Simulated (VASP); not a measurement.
Energy against volume of InN (wurtzite). All values below come from LDA (Ceperley-Alder, Perdew-Zunger), VASP's LDA PAW potentials (set 64) (plane waves; VASP). Settings: 520 eV cut-off, 10×10×6 Γ-centred mesh, first-order Methfessel-Paxton smearing of 0.10 eV, potentials In_d N.

Shape and ions are relaxed at each volume.

```csv
V (Å³/atom),E (eV/atom)
14.197,-6.15668
14.650,-6.17781
15.103,-6.18433
15.556,-6.17848
```

Task: Fit these four points and predict the energy of the run at 16.009 Å³/atom.

Result: A cubic in V^(−2/3), the third-order Birch-Murnaghan form, passes through the four points with V0 = 15.10 Å³/atom and B0 = 146 GPa, and gives -6.1621 eV/atom there. The run gave -6.1622 eV/atom, -0.1 meV/atom from the fit; all five points give B0 = 145 GPa.

The compound is InN in the wurtzite structure. It was relaxed first.
